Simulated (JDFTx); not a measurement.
Wanted: the native input for a JDFTx 1.7.0 (patched build) run.

- Task: relaxation of cell and atoms
- Functional: PBE
- Potentials or basis: PseudoDojo-SR-PBE-0.5-standard with smoothed tails
- Cutoff: 1116 eV
- Density cutoff: 4463 eV
- k mesh: 12 × 12 × 12
- Occupations: fermi-dirac, width 0.05 eV
- Spin: no spin polarisation
- Local potential set to -Z/r beyond: 6 bohr
- Bands: 15
- Density cutoff over wavefunction cutoff: 4
- Max SCF steps: 100
- SCF threshold on the energy: 1e-09 Ha
- Solver of the electrons: scf
- Further solve for the empty bands: no

Crystal: Pd.

```
Pd
1.0
     0.00000    1.94650    1.94650
     1.94650    0.00000    1.94650
     1.94650    1.94650    0.00000
Pd
1
Direct
  0.00000 0.00000 0.00000
```

The input as run:

Pd.in

```
include Pd.lattice
coords-type Lattice
include Pd.ionpos

ion-species pseudo/Pd.upf
elec-cutoff 41
elec-ex-corr gga-PBE
kpoint-folding 12 12 12
elec-smearing Fermi 0.0018374661
elec-n-bands 15
electronic-SCF nIterations 100 energyDiffThreshold 1e-09
electronic-minimize nIterations 30 energyDiffThreshold 1e-7
forces-output-coords Cartesian
lattice-minimize nIterations 40 energyDiffThreshold 1e-6

dump-name run.$VAR
dump End Ecomponents EigStats BandEigs Kpoints Forces Stress
```

Pd.lattice

```
lattice \
    0.0000000000     3.6783519016     3.6783519016 \
    3.6783519016     0.0000000000     3.6783519016 \
    3.6783519016     3.6783519016     0.0000000000
```

Pd.ionpos

```
ion Pd     0.0000000000     0.0000000000     0.0000000000 1
```

Potentials or basis: PseudoDojo-SR-PBE-0.5-standard with smoothed tails.

Command:

```console
$ jdftx -c 1 -i Pd.in -o Pd.out
```

It gave:

```yaml
Relaxed_volume: 15.29 Å³/atom
Relaxed_cell: a = 2.786 Å, b = 2.786 Å, c = 2.786 Å, α = 60.00°, β = 60.00°, γ = 60.00°
Space_group_after_relaxing_to_0.05_Å: Fm-3m (No. 225)
Energy_gained_by_relaxing: 11.1 meV/atom
Ionic_steps: 6
Pressure_after_relaxing: 0.0 GPa
Band_gap_on_the_k_mesh: none (metal or under the smearing width)
```

Caveat: this set's palladium file may shift the pressure by some GPa.

Run time: 55 s on 1 thread of Intel(R) Xeon(R) 6975P-C (Granite Rapids), on a shared host, peak memory 0.09 GiB.
